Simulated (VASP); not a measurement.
Write the native input for VASP 6.6.1 that does the following.

```yaml
Task: single point
Functional: LDA
Potentials_or_basis: VASP PAW LDA potentials, release 64 (W_sv)
Cutoff: 520 eV
k_mesh: 12 × 12 × 12
Occupations: gaussian, width 0.05 eV
Spin: no spin polarisation
Further_INCAR_settings: ALGO = Fast; EDIFF = 1e-06; NBANDS = 13
```

The structure of W lies in POSCAR:

```
W
1.0
   -1.5823450000      1.5823450000      1.5823450000
    1.5823450000     -1.5823450000      1.5823450000
    1.5823450000      1.5823450000     -1.5823450000
W
1
Cartesian
    0.0000000000      0.0000000000      0.0000000000
```

The input as run:

INCAR

```
SYSTEM = W
PREC = Accurate
ENCUT = 520
EDIFF = 1E-6
ISMEAR = 0
SIGMA = 0.05
LREAL = .FALSE.
LASPH = .TRUE.
NELM = 100
ALGO = Fast
ISIF = 2
LWAVE = .FALSE.
LCHARG = .TRUE.
GGA = CA
LELF = .TRUE.
LVHAR = .TRUE.
NBANDS = 13
```

KPOINTS

```
Automatic mesh
0
G
  12 12 12
  0 0 0
```

Potentials or basis: VASP PAW LDA potentials, release 64 (W_sv).

Command:

```sh
$ cat potpaw_LDA.64/W_sv/POTCAR > POTCAR
$ mpirun -np 1 vasp_std > vasp.out
```

It gave:

The pressure is -7.4 GPa. The band gap on the k mesh is none (metal or under the smearing width).

It took 8.7 s on 1 thread of Intel(R) Xeon(R) Platinum 8375C CPU @ 2.90GHz (Ice Lake), with other jobs on the host, peak memory 0.12 GiB.
